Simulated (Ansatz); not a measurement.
AgBr:

```
Ag Br
1.0
     0.00000    2.87015    2.87015
     2.87015    0.00000    2.87015
     2.87015    2.87015    0.00000
Ag Br
1 1
Cartesian
  0.0000 0.0000 0.0000
  2.8702 2.8702 2.8702
```

```yaml
Program: Ansatz 0.2.0
Task: relaxation of cell and atoms
Functional: PBEsol
Dispersion: D3(BJ)
Potentials_or_basis: Ansatz PAW
Cutoff: "420 eV (not typed: the program's choice for these potentials)"
k_mesh: 8 × 8 × 8
Occupations: fermi-dirac, width 0.05 eV
Spin: no spin polarisation
```

At the start: volume 23.64 Å³/atom.

Question: Where does the relaxation end?

Answer: It ends after 5 steps and the volume is 21.87 Å³/atom (-7.5 %); space group Fm-3m (No. 225, to 0.05 Å).

The path:
```
step  energy change (eV)  largest force (eV/Å)  volume (Å³)
   1              0.0000                0.0000        47.29
   2             -0.0419                0.0000        42.64
   3             -0.0468                0.0000        43.92
   4             -0.0470                0.0000        43.73
   5             -0.0463                0.0000        43.73
```

Final structure:
```cif
data_structure
_symmetry_space_group_name_H-M 'P 1'
_symmetry_Int_Tables_number 1
_cell_length_a 3.9546
_cell_length_b 3.9546
_cell_length_c 3.9546
_cell_angle_alpha 60.000
_cell_angle_beta 60.000
_cell_angle_gamma 60.000
_cell_volume 43.73
loop_
_atom_site_label
_atom_site_type_symbol
_atom_site_fract_x
_atom_site_fract_y
_atom_site_fract_z
_atom_site_occupancy
Ag1 Ag 0.00000 0.00000 0.00000 1
Br1 Br 0.50000 0.50000 0.50000 1
```

Caveat: the plane-wave basis is chosen anew once the cell has moved, so the energies of steps on either side of that aren't comparable; the PAW data sets come from PBE, with cores solved anew for the run's functional, which leaves a small shift of forces and pressure.
